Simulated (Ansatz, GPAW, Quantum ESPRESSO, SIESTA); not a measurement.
# Zr: programs and potentials compared

```
Zr
1.0
     3.23200    0.00000    0.00000
    -1.61600    2.79899    0.00000
     0.00000    0.00000    5.14700
Zr
2
Direct
  0.66667 0.33333 0.75000
  0.33333 0.66667 0.25000
```

Alike in all runs: task band structure; functional PBEsol; k mesh 9 × 9 × 5; occupations fermi-dirac, width 0.05 eV; no spin polarisation; no spin-orbit coupling. Pressure is positive in compression and, in plane waves, holds the error of the finite cutoff, which Ansatz's Pulay term estimates and takes out.

| program and potentials | plane-wave cutoff (eV) | notes | pressure (GPa) |
| --- | --- | --- | --- |
| Quantum ESPRESSO, GBRV 1.5 PBEsol | 612 | - | ? |
| SIESTA, files PseudoDojo sr-pbesol-0.4.1-standard, DZP (energy shift 0.003 Ry; two zetas on semicore shells) | - | atomic basis | -2.51 |
| GPAW, PAW data sets generated for this functional | 600 | - | -3.57 |
| Quantum ESPRESSO, PseudoDojo 0.4.1 SR PBEsol standard | 898 | - | -3.19 |
| Ansatz, PAW datasets made for the crystal | 240 | - | -3.26 |
| Ansatz, all-electron LAPW, scalar-relativistic | - | - | -3.26 |

Question: Estimate from the other rows what the run with Quantum ESPRESSO, GBRV 1.5 PBEsol gave.

Answer: Pressure -3.30 GPa. The other rows, which needn't bracket it: pressure -3.57 to -2.51.
